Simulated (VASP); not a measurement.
# AgCl (Chlorargyrite) (Fm-3m) in VASP: a series of runs, part 2 of 2

VASP 6.6.1. The steps go on from the part before.

## Step 3: Relaxation of cell and atoms, LDA

This run uses another cell than the first one, of 20.46 Å³/atom, 1.066 times its volume.

Input file INCAR:

```
SYSTEM = AgCl
PREC = Accurate ; ENCUT = 600
EDIFF = 1E-7 ; ISMEAR = 0
SIGMA = 0.02 ; LREAL = .FALSE.
LASPH = .TRUE. ; NELM = 60
ALGO = Normal ; ISIF = 3
LWAVE = .FALSE. ; LCHARG = .FALSE.
GGA = CA ; IBRION = 2
NSW = 100 ; EDIFFG = -0.005
```

Input file KPOINTS:

```
Automatic mesh
0
G
  8 8 8
  0 0 0
```

Input file POSCAR:

```
AgCl
1.0
    0.0000000000      2.7350000000      2.7350000000
    2.7350000000      0.0000000000      2.7350000000
    2.7350000000      2.7350000000      0.0000000000
Ag Cl
1 1
Direct
    0.0000000000      0.0000000000      0.0000000000
    0.5000000000      0.5000000000      0.5000000000
```

Potentials or basis: VASP PAW LDA potentials, release 64 (Ag, Cl).

On the command line:

```console
cat potpaw_LDA.64/Ag/POTCAR potpaw_LDA.64/Cl/POTCAR > POTCAR
mpirun -np 1 vasp_std > vasp.out
```

OUTCAR:

```text
SYSTEM = AgCl
   PREC = Accurate
   ENCUT = 600
   EDIFF = 1E-7
   ISMEAR = 0
   LREAL = .FALSE.
   LASPH = .TRUE.
   NELM = 60
   ISIF = 3
   GGA = CA
   IBRION = 2
   NSW = 100
   EDIFFG = -0.005

 ion  position               nearest neighbor table
   1  0.000  0.000  0.000-   2 2.73   2 2.73   2 2.73   2 2.73   2 2.73   2 2.73
   2  0.500  0.500  0.500-   1 2.73   1 2.73   1 2.73   1 2.73   1 2.73   1 2.73

  LATTYP: Found a face centered cubic cell.
 ALAT       =     5.4700000000

  Lattice vectors:

 A1 = (   0.0000000000,   2.7350000000,   2.7350000000)
 A2 = (   2.7350000000,   0.0000000000,   2.7350000000)
 A3 = (   2.7350000000,   2.7350000000,   0.0000000000)

Analysis of symmetry for initial positions (statically):
=====================================================================
 Subroutine PRICEL returns:
 Original cell was already a primitive cell.

 Routine SETGRP: Setting up the symmetry group for a
 face centered cubic supercell.

 Subroutine GETGRP returns: Found 48 space group operations
 (whereof 48 operations were pure point group operations)
 out of a pool of 48 trial point group operations.

The static configuration has the point symmetry O_h .

Analysis of symmetry for dynamics (positions and initial velocities):
=====================================================================
 Subroutine PRICEL returns:
 Original cell was already a primitive cell.

 Routine SETGRP: Setting up the symmetry group for a
 face centered cubic supercell.

 Subroutine GETGRP returns: Found 48 space group operations
 (whereof 48 operations were pure point group operations)
 out of a pool of 48 trial point group operations.

The dynamic configuration has the point symmetry O_h .

 Subroutine INISYM returns: Found 48 space group operations
 (whereof 48 operations are pure point group operations),
 and found     1 'primitive' translations

----------------------------------------------------------------------------------------
[... 138 lines left out ...]
  ext. energy  EPLUGINS =         0.00000000
  ---------------------------------------------------
  free energy    TOTEN  =        -6.76227441 eV

  energy without entropy =       -6.76227441  energy(sigma->0) =       -6.76227441

------------------------ aborting loop because EDIFF is reached ----------------------------------------

  FORCE on cell =-STRESS in cart. coord.  units (eV):
  Direction    XX          YY          ZZ          XY          YZ          ZX
  --------------------------------------------------------------------------------------
  -------------------------------------------------------------------------------------
  Total       -0.9555626     -0.9555626     -0.9555626      0.0000000      0.0000000      0.0000000
  in kB      -37.4168930    -37.4168930    -37.4168930      0.0000000      0.0000000      0.0000000
  external PRESSURE =     -37.4168930 kB  Pullay stress =       0.0000000 kB
[... 59 lines left out ...]
--------------------------------------- Ionic step        3  -------------------------------------------

 number of electron      18.0000000 magnetization

 Free energy of the ion-electron system (eV)
  ---------------------------------------------------
  ext. energy  EPLUGINS =         0.00000000
  ---------------------------------------------------
  free energy    TOTEN  =        -6.79351281 eV

  energy without entropy =       -6.79351281  energy(sigma->0) =       -6.79351281

 E-fermi :   5.1291     XC(G=0): -10.9750

 val. band max:        5.0024708084   @ k =   0.5000   0.0000   0.0000
 cond. band min:       5.6574059528   @ k =   0.0000   0.0000   0.0000
 fundamental gap:      0.6549351445
 Fermi energy:         5.1291323998

 k-point     1 :       0.0000    0.0000    0.0000
  band No.  band energies     occupation
      1     -10.8007      2.00000
      2       1.9986      2.00000
      3       1.9986      2.00000
      4       1.9986      2.00000
      5       2.0455      2.00000
      6       2.0455      2.00000
      7       2.2508      2.00000
      8       2.2508      2.00000
      9       2.2508      2.00000
     10       5.6574      0.00000
     11      15.7126      0.00000
     12      15.7126      0.00000
     13      15.7126      0.00000
[... 354 lines left out ...]
  band No.  band energies     occupation
      1     -10.1468      2.00000
      2      -0.7765      2.00000
      3       0.1138      2.00000
      4       0.1904      2.00000
      5       2.4049      2.00000
      6       2.4890      2.00000
      7       2.7943      2.00000
      8       3.7998      2.00000
      9       4.3699      2.00000
     10       9.9430      0.00000
     11      10.3051      0.00000
     12      12.9814      0.00000
     13      13.3101      0.00000

 [... further k-points ...]

------------------------ aborting loop because EDIFF is reached ----------------------------------------

  FORCE on cell =-STRESS in cart. coord.  units (eV):
  Direction    XX          YY          ZZ          XY          YZ          ZX
  --------------------------------------------------------------------------------------
  -------------------------------------------------------------------------------------
  Total        0.0003845      0.0003845      0.0003845      0.0000000      0.0000000     -0.0000000
  in kB        0.0160384      0.0160384      0.0160384      0.0000000      0.0000000     -0.0000000
  external PRESSURE =       0.0160384 kB  Pullay stress =       0.0000000 kB
[... 17 lines left out ...]
  FREE ENERGIE OF THE ION-ELECTRON SYSTEM (eV)
  ---------------------------------------------------
  free  energy   TOTEN  =        -6.7935128093 eV

  energy  without entropy=       -6.7935128093  energy(sigma->0) =       -6.79351281

 reached required accuracy - stopping structural energy minimisation
```

Wall time 18 s (1 thread of AMD EPYC 9R45 (Zen 5), shared host); peak memory 0.14 GiB.

What came out:

| Item | Value |
| --- | --- |
| Free energy | -6.7935 eV |
| Relaxed volume | 19.20 Å³/atom |
| Relaxed cell | a = 3.787 Å, b = 3.787 Å, c = 3.787 Å, α = 60.00°, β = 60.00°, γ = 60.00° |
| Space group after relaxing (to 0.05 Å) | Fm-3m (No. 225) |
| Energy gained by relaxing | 15.6 meV/atom |
| Ionic steps | 3 |
| Pressure after relaxing | 0.0 GPa |
| Band gap on the k mesh | 0.65 eV, indirect (least direct gap 3.36 eV) |

The path:
```csv
step,energy change (eV),largest force (eV/Å),pressure (GPa),volume (Å³)
1,0.0000,0.0000,-3.74,40.92
2,-0.0309,0.0000,0.48,38.15
3,-0.0312,0.0000,0.00,38.41
```

Final structure:
```xyz
2
Lattice="0.0000 2.6779 2.6779 2.6779 0.0000 2.6779 2.6779 2.6779 0.0000" Properties=species:S:1:pos:R:3 pbc="T T T"
Ag    0.0000    0.0000    0.0000
Cl    2.6779    2.6779    2.6779
```

## Step 4: Single point, LDA

This run uses another cell than the first one, of 20.46 Å³/atom, 1.066 times its volume.

Input file INCAR:

```
SYSTEM = AgCl
  PREC = Accurate
  ENCUT = 520
  EDIFF = 1E-7
  ISMEAR = 0
  SIGMA = 0.1
  LREAL = .FALSE.
  LASPH = .TRUE.
  NELM = 100
  ALGO = Normal
  ISIF = 2
  LWAVE = .FALSE.
  LCHARG = .FALSE.
  GGA = CA
  NBANDS = 16
```

Input file KPOINTS:

```
regular mesh
0
G
  6 6 6
  0 0 0
```

POSCAR is that of step 3.

On the command line:

```console
cat potpaw_LDA.64/Ag/POTCAR potpaw_LDA.64/Cl/POTCAR > POTCAR
mpirun -np 1 vasp_std > vasp.out
```

It took 6.6 s on 1 thread of AMD EPYC 9R45 (Zen 5), shared host; peak memory 0.11 GiB.

Results (log left out):

- Free energy: -6.7616 eV
- Pressure: -3.7 GPa
- Band gap on the k mesh: 0.64 eV, indirect (least direct gap 3.12 eV)

Levels at points of the mesh, in eV from the valence-band top:
| k point | band 5 | band 6 | band 7 | band 8 | band 9 | band 10 | band 11 | band 12 | band 13 | band 14 |
| --- | --- | --- | --- | --- | --- | --- | --- | --- | --- | --- |
| (0.00, 0.00, 0.00) | -2.66 | -2.66 | -2.48 | -2.48 | -2.48 | 0.64 | 10.73 | 10.73 | 10.73 | 11.98 |
| (0.50, 0.00, 0.00) | -2.28 | -2.28 | -1.94 | 0.00 | 0.00 | 3.86 | 6.57 | 7.37 | 7.37 | 13.44 |
| (0.50, 0.50, 0.00) | -3.08 | -2.44 | -2.14 | -2.14 | -2.03 | 2.05 | 7.79 | 8.52 | 11.44 | 11.44 |

## Step 5: Summary

| task | cell | k mesh | cutoff (eV) | smearing | gap on the mesh (eV) | pressure (GPa) |
| --- | --- | --- | --- | --- | --- | --- |
| single point | Fm-3m, 19.19 Å³/atom | 8 × 8 × 8 | 520 | gaussian 0.02 eV | 0.66 | 0.0 |
| relaxation of cell and atoms | relaxed | 8 × 8 × 8 | 600 | gaussian 0.02 eV | 0.65 | 0.0 |
| single point | Fm-3m, 20.46 Å³/atom | 6 × 6 × 6 | 520 | gaussian 0.1 eV | 0.64 | -3.7 |

Alike in all rows: level LDA; potentials or basis VASP PAW LDA potentials, release 64 (Ag, Cl); no spin polarisation.

Total energies depend on the potentials used, so only differences within one code and one set of settings carry meaning.

## Step 6: Against experiment

Step 2. Measured gap of AgCl: 3.249 eV (indirect; a printed reference work, data compilation). This calculation gives 0.66 eV (-2.59 eV). So large a miss can be the level of theory's own, or it may mean another phase, state or a wrong row. Spin-orbit coupling on Ag is left out. The value is that of LDA on a finite k mesh, which can miss the band edges, without temperature or zero-point motion. Semilocal functionals fall short of measured gaps as a rule.

Step 4. Measured gap of AgCl: 3.249 eV (indirect; a printed reference work, data compilation). This calculation gives 0.64 eV (-2.61 eV). So large a miss can be the level of theory's own, or it may mean another phase, state or a wrong row. Spin-orbit coupling on Ag is left out. The value is that of LDA on a finite k mesh, which can miss the band edges, without temperature or zero-point motion. Semilocal functionals fall short of measured gaps as a rule.
